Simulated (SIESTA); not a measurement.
Runs of SIESTA 5.4.2 on CuO. The typed cell holds 6 atoms: a = 4.161 Å, b = 4.161 Å, c = 3.888 Å, α = 90.00°, β = 90.00°, γ = 90.00°. The cell comes from a database or a generator and needn't be the stable form of this composition.

```tsv
level	gap on the mesh (eV)	pressure (GPa)	largest force (eV/Å)
vdW-DF-C09	none	(c)	10.46
vdW-DF2	none	30.0	11.39
vdW-DF	none	(b)	(a)
vdW-DF-cx	none	13.7	10.50
VV10	none	21.0	11.07
optB88-vdW	none	18.0	10.75
```

Alike in all rows: task single point; potentials or basis PseudoDojo 0.4 standard (PBE files), DZP (energy shift 0.003 Ry; two zetas on semicore shells); no spin polarisation; cell as given; k mesh 7 × 7 × 7; smearing fermi-dirac 0.05 eV; grid cutoff 800 Ry; energy shift 0.003 Ry.

Task: Estimate the missing entries.

Result: (a) 11.12; (b) 25.9; (c) 12.5.

Caveats: short orbitals over semicore shells can move pressures by several GPa; the potentials were made for another functional, which shifts forces and pressure; the basis of atomic orbitals isn't converged, which shifts pressures, moduli and gaps; an odd number of electrons without spin polarisation forces a metal; a magnetic or distorted state may lie lower; the run has no spin polarisation, though such a crystal can be magnetic; semilocal functionals often make such compounds metallic where correlation or magnetic order opens a gap, which also shifts bond lengths.

A gap of «none» marks a metal or a gap under the smearing width.

Runs at the PBE level aren't shown here.
